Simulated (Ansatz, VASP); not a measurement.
**Lu: VASP beside Ansatz**

Contents of INCAR:

```
SYSTEM = Lu
  PREC = Accurate
  ENCUT = 520
  EDIFF = 1E-7
  ISMEAR = -1
  SIGMA = 0.05
  LREAL = .FALSE.
  LASPH = .TRUE.
  NELM = 100
  ALGO = Normal
  ISIF = 2
  LWAVE = .FALSE.
  LCHARG = .FALSE.
  GGA = PE
  NBANDS = 18
```

Contents of KPOINTS:

```
Automatic mesh
0
G
  10 10 10
  0 0 0
```

POSCAR

```
Lu
1.0
   -1.9541071088      1.9541071088      1.9541071088
    1.9541071088     -1.9541071088      1.9541071088
    1.9541071088      1.9541071088     -1.9541071088
Lu
1
Direct
    0.0000000000      0.0000000000      0.0000000000
```

File input.yaml:

```yaml
crystal:
  lattice:
    - [-1.9541071088, 1.9541071088, 1.9541071088]
    - [1.9541071088, -1.9541071088, 1.9541071088]
    - [1.9541071088, 1.9541071088, -1.9541071088]
  atoms:
    - { symbol: Lu, position: [0.0, 0.0, 0.0] }
hamiltonian:
  xc: pbe
  pseudopotentials: { kind: paw }
kpoints:
  mp_grid: { grid: [10, 10, 10] }
scf:
  occupations: { method: fermi_dirac, width: 0.05 }
output:
  forces: true
  stress: true
  eigenvalues: true
```

This isn't the form of Lu at room conditions, which is hcp.

Alike in both runs: task single point; functional PBE; k mesh 10 × 10 × 10; occupations fermi-dirac, width 0.05 eV; no spin polarisation.

|  | VASP | Ansatz |
| --- | --- | --- |
| version | VASP 6.6.1 | Ansatz 0.2.0 |
| potentials or method | VASP PAW PBE potentials, release 64 (Lu) | Ansatz PAW |
| plane-wave cutoff (eV) | 520 | 420 |
| valence electrons in the cell | 25 | 25 |

```tsv
	VASP	Ansatz	Ansatz less VASP
gap on the k mesh at the Fermi level (eV)	none	none	-
pressure (GPa)	-0.3	-0.4	-0.12
```

A gap of «none» marks a metal or a gap that the smearing closes.

Spin-orbit coupling is left out, which matters for the levels of Lu.
